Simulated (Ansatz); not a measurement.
Working through a dry run that shows the plan of TiO₂, space group Cmcm

Computed with Ansatz 0.2.0, Python API.

Contents of `POSCAR_tio2`:
```text
TiO2
1.0
   1.47409700   -4.79653000    0.00000000
   1.47409700    4.79653000    0.00000000
   0.00000000    0.00000000   10.23522300
Ti O
4 8
Direct
   0.13308700    0.86691300    0.58314200
   0.86691300    0.13308700    0.41685800
   0.13308700    0.86691300    0.91685800
   0.86691300    0.13308700    0.08314200
   0.75440000    0.24560000    0.89713400
   0.24560000    0.75440000    0.10286600
   0.24560000    0.75440000    0.39713400
   0.75440000    0.24560000    0.60286600
   0.06576500    0.93423500    0.75000000
   0.93423500    0.06576500    0.25000000
   0.50000000    0.50000000    0.50000000
   0.50000000    0.50000000    0.00000000
```

At the Python prompt:
```pycon
>>> from dataclasses import dataclass
>>> import warnings
>>> import ansatz as az
>>> from ase.io import read
>>> @dataclass(frozen=True)
... class Options:
...     occupations: str = "fixed"
...     mesh: tuple[int, ...] = (6, 6, 2)
...     xc: str = "PBEsol"
...
>>> opts = Options()
>>> warnings.simplefilter("ignore", az.DeckWarning)
>>> atoms = read("POSCAR_tio2", format="vasp")
>>> xtal = az.Crystal.from_ase(atoms)
>>> [site.symbol for site in xtal.resolved().sites]
['Ti', 'Ti', 'Ti', 'Ti', 'O', 'O', 'O', 'O', 'O', 'O', 'O', 'O']
>>> base = (
...     xtal.calculation()
...     .basis(18 * az.Ha)
...     .occupations(opts.occupations)
...     .kpoints(*opts.mesh, center="gamma")
...     .functional(opts.xc)
... )
>>> session = base.session()
>>> print("features:", ", ".join(session.active_features))
features: AnyPaw, Paw, PbeFamilyXc, StepOccupations
>>> print("SCF threshold (eV):", session.dr2_threshold)
SCF threshold (eV): 1e-07
>>> planned = session.plan(dry_run=True)
>>> told = planned.describe()
>>> for name in ("ecut_ev", "ecutrho_ev", "n_bands", "nominal_top_band", "n_pw_range", "fft_dense", "fft_smooth", "n_sym_ops", "cell_volume_ang3"):
...     print(f"{name:18s} {told[name]}")
...
ecut_ev            489.804952427784
ecutrho_ev         1959.219809711136
n_bands            60
nominal_top_band   48
n_pw_range         [3532, 3600]
fft_dense          [40, 40, 75]
fft_smooth         [40, 40, 75]
n_sym_ops          8
cell_volume_ang3   144.73732186091829
>>> print("irreducible k-points and weights")
irreducible k-points and weights
>>> for k, weight in zip(told.kpoints_frac, told.kweights):
...     print(f"  {k[0]:8.4f} {k[1]:8.4f} {k[2]:8.4f}  {weight:.5f}")
...
    0.0000   0.0000   0.0000  0.01389
    0.0000   0.0000  -0.5000  0.01389
    0.0000   0.1667   0.0000  0.05556
    0.0000   0.1667  -0.5000  0.05556
    0.0000   0.3333   0.0000  0.05556
    0.0000   0.3333  -0.5000  0.05556
    0.0000  -0.5000   0.0000  0.02778
    0.0000  -0.5000  -0.5000  0.02778
    0.1667   0.1667   0.0000  0.02778
    0.1667   0.1667  -0.5000  0.02778
    0.1667   0.3333   0.0000  0.05556
    0.1667   0.3333  -0.5000  0.05556
    0.1667  -0.5000   0.0000  0.05556
    0.1667  -0.5000  -0.5000  0.05556
    0.1667  -0.3333   0.0000  0.05556
    0.1667  -0.3333  -0.5000  0.05556
    0.1667  -0.1667   0.0000  0.02778
    0.1667  -0.1667  -0.5000  0.02778
    0.3333   0.3333   0.0000  0.02778
    0.3333   0.3333  -0.5000  0.02778
    0.3333  -0.5000   0.0000  0.05556
    0.3333  -0.5000  -0.5000  0.05556
    0.3333  -0.3333   0.0000  0.02778
    0.3333  -0.3333  -0.5000  0.02778
   -0.5000  -0.5000   0.0000  0.01389
   -0.5000  -0.5000  -0.5000  0.01389
```

The structure comes from a database and needn't be a stable phase.
